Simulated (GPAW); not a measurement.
LiCl: dielectric tensor with LDA

**The experiment to reproduce.**

A printed reference work, monograph reports, for a bulk crystal of LiCl: high-frequency dielectric constant 2.75.

The system is LiCl.

```
CELL_PARAMETERS angstrom
0.00000 2.56477 2.56477
2.56477 0.00000 2.56477
2.56477 2.56477 0.00000
ATOMIC_POSITIONS crystal
Cl 0.50000 0.50000 0.50000
Li 0.00000 0.00000 0.00000
```

```
Program             : GPAW 26.7.0
Task                : dielectric tensor
Functional          : LDA
Potentials or basis : the program's PAW data sets (release 1.2.1) made for this functional
Cutoff              : 600 eV
Basis               : pw
k mesh              : 7 × 7 × 7
Occupations         : fermi-dirac, width 0.001 eV
Spin                : no spin polarisation
Response ecut       : 80 eV
Maxiter             : 150
Response k mesh     : 23 × 23 × 23
Response bands      : 24
Kernels             : ["RPA", "LR0.1", "ALDA"]
Coarser k mesh      : 16 × 16 × 16
```

```
Band gap on the k mesh                  : 5.99 eV, direct
Electronic dielectric tensor (diagonal) : 2.85
```

Electronic dielectric tensor:
```
2.85 0.00 0.00
0.00 2.85 0.00
0.00 0.00 2.85
```

It took 3.9 min on 1 thread of Intel(R) Xeon(R) Platinum 8488C (Sapphire Rapids), on a shared host, peak memory 0.87 GiB.

A measured high-frequency dielectric constant of LiCl is 2.75 (a printed reference work, monograph); the calculated 2.85 misses it by +3.7 %.

Caveat: the long-wavelength limit can be off by a per cent or two; an odd mesh through Γ misses points on the zone boundary, where band edges often lie.
